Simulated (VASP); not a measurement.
A run of VASP 6.6.1 is set up as follows.

INCAR

```
PREC     = Accurate       # precision mode
ENCUT    = 600            # plane-wave cutoff, eV
EDIFF    = 1E-6           # SCF threshold, eV
ISMEAR   = 0              # smearing method
SIGMA    = 0.05           # smearing width, eV
LREAL    = F              # projectors in reciprocal space
LASPH    = T              # aspherical terms in the spheres
NELM     = 120            # most SCF steps
ALGO     = Normal         # electronic algorithm
ISIF     = 2              # what is computed and relaxed
LWAVE    = F              # write WAVECAR
LCHARG   = T              # write CHGCAR
GGA      = PS             # functional
LELF     = T              # ELF
LVHAR    = T            
NBANDS   = 16             # bands
GGA_COMPAT= F
```

The input KPOINTS:

```
regular mesh
0
Gamma
  12 12 12
```

Contents of POSCAR:

```
CuCl
1.0
    0.0000000000      2.6431866166      2.6431866166
    2.6431866166      0.0000000000      2.6431866166
    2.6431866166      2.6431866166      0.0000000000
Cu Cl
1 1
Direct
    0.0000000000      0.0000000000      0.0000000000
    0.7500000000      0.7500000000      0.7500000000
```

Potentials or basis: VASP PAW PBE potentials, release 64 (Cu, Cl).

The run is started by

```bash
$ cat potpaw_PBE.64/Cu/POTCAR potpaw_PBE.64/Cl/POTCAR > POTCAR
$ mpirun -np 1 vasp_std > vasp.out
```

**Question.** What does it give for the pressure?

**Answer.** 0.4 GPa.

**Question.** Estimate the band gap on the k mesh.

**Answer.** 0.56 eV, direct.

Caveat: the PAW data sets were made with another functional, which shifts forces and pressure a little.

**Measured values to compare with.**

A printed reference work, data compilation reports, for a bulk crystal of CuCl at 4.2 K: band gap 3.399 eV (direct).

Against the measured gap of CuCl, 3.399 eV (direct; 4.2 K; a printed reference work, data compilation), the calculated 0.56 eV is off by -2.84 eV. So large a miss can be the level of theory's own, or it may mean another phase, state or a wrong row. The value is that of PBEsol on a finite k mesh, which can miss the band edges, without temperature or zero-point motion. Semilocal functionals fall short of measured gaps as a rule.
